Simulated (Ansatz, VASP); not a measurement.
## One calculation of B, two programs

Contents of INCAR:

```
SYSTEM = B
ALGO     = Normal         ! electronic algorithm
EDIFF    = 1E-7           ! SCF threshold, eV
ENCUT    = 520            ! plane-wave cutoff, eV
GGA      = PE             ! functional
ISIF     = 2              ! what is computed and relaxed
ISMEAR   = -1             ! smearing method
LASPH    = .True.         ! aspherical terms in the spheres
LCHARG   = .False.        ! write CHGCAR
LREAL    = .False.        ! projectors in reciprocal space
LWAVE    = .False.        ! write WAVECAR
NBANDS   = 8              ! bands
NELM     = 60             ! most SCF steps
PREC     = Accurate       ! precision mode
SIGMA    = 0.05           ! smearing width, eV
```

File KPOINTS:

```
k-points
0
Gamma
  14 14 14
  0 0 0
```

The input POSCAR:

```
B
1.0
    1.8467549156      0.0000000000      0.0000000000
    0.0000000000      1.8467549156      0.0000000000
    0.0000000000      0.0000000000      1.8467549156
B
1
Direct
    0.5000000000      0.5000000000      0.5000000000
```

Contents of input.yaml:

```yaml
crystal:
  lattice:
    - [1.8467549156, 0.0, 0.0]
    - [0.0, 1.8467549156, 0.0]
    - [0.0, 0.0, 1.8467549156]
  atoms:
    - { symbol: B, position: [0.5, 0.5, 0.5] }
hamiltonian:
  xc: pbe
  pseudopotentials: { kind: paw, azcp: { folder: soft_1 } }
kpoints:
  mp_grid: { grid: [14, 14, 14] }
scf:
  occupations: { method: fermi_dirac, width: 0.05 }
output:
  forces: true
  stress: true
  eigenvalues: true
```

The cell was built by a generator and needn't be a form met in nature.

Alike in both runs: task single point; functional PBE; k mesh 14 × 14 × 14; occupations fermi-dirac, width 0.05 eV; no spin polarisation.

|  | VASP | Ansatz |
| --- | --- | --- |
| version | VASP 6.6.1 | Ansatz 0.2.0 |
| potentials or method | VASP PAW PBE potentials, release 64 (B) | Ansatz PAW soft_1 |
| plane-wave cutoff (eV) | 520 | 420 |
| valence electrons in the cell | 3 | 3 |

Ansatz gave:

| Item | Value |
| --- | --- |
| gap on the k mesh at the Fermi level (eV) | none |
| pressure (GPa) | 16.5 |

Question: Which values does VASP return?

Answer: gap on the k mesh at the Fermi level (eV): none; pressure (GPa): 16.7.

A gap of «none» marks a metal or a gap that the smearing closes. With one functional, cell and mesh, what is left measures potentials, basis and numerics.

Caveats: so large a pressure means that the cell lies far from this level's equilibrium, or that cutoff or potentials fall short (VASP).
